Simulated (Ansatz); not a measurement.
# Cs (Cs, hcp): the cost of one run

Method: DFT PBE, plane waves (420 eV) with PAW, scalar-relativistic, in Ansatz 0.2.0.

## (1) Starting point

Symmetry: P6_3/mmc, No. 194, hexagonal system. Conventional cell: a = 5.385 Å, b = 5.385 Å, c = 8.794 Å, α = 90.00°, β = 90.00°, γ = 120.00°.

Structure file:

```
Cs
1.0
     5.38548    0.00000    0.00000
    -2.69274    4.66396    0.00000
     0.00000    0.00000    8.79448
Cs
2
Direct
  0.33333 0.66667 0.25000
  0.66667 0.33333 0.75000
```

## (2) Relaxing cell and atoms

Input file input.yaml:

```yaml
crystal:
  lattice:
    - [5.385475234, 0.0, 0.0]
    - [-2.692737617, 4.6639583641, 0.0]
    - [0.0, 0.0, 8.7944810571]
  atoms:
    - { symbol: Cs, position: [0.3333333333, 0.6666666667, 0.25] }
    - { symbol: Cs, position: [0.6666666667, 0.3333333333, 0.75] }
hamiltonian:
  xc: pbe
  pseudopotentials:
    kind: paw
    azcp:
      Cs: "pseudopotentials/Cs.paw.azcp"
basis:
  ecutwfc: 420
  fft_grid_basis: typed
kpoints:
  mp_grid: { grid: [7, 7, 4], shift: [0, 0, 0] }
magnetization:
  spin_polarized: false
scf:
  occupations: { method: fermi_dirac, width: 0.1 }
relax:
  max_steps: 60
  f_tol: 0.01
  cell: {}
```

**Question.** How long does this run take on 1 thread of an x86-64 CPU, shared host, and how much memory does it need?

About 23 s, with a peak of 0.64 GiB.
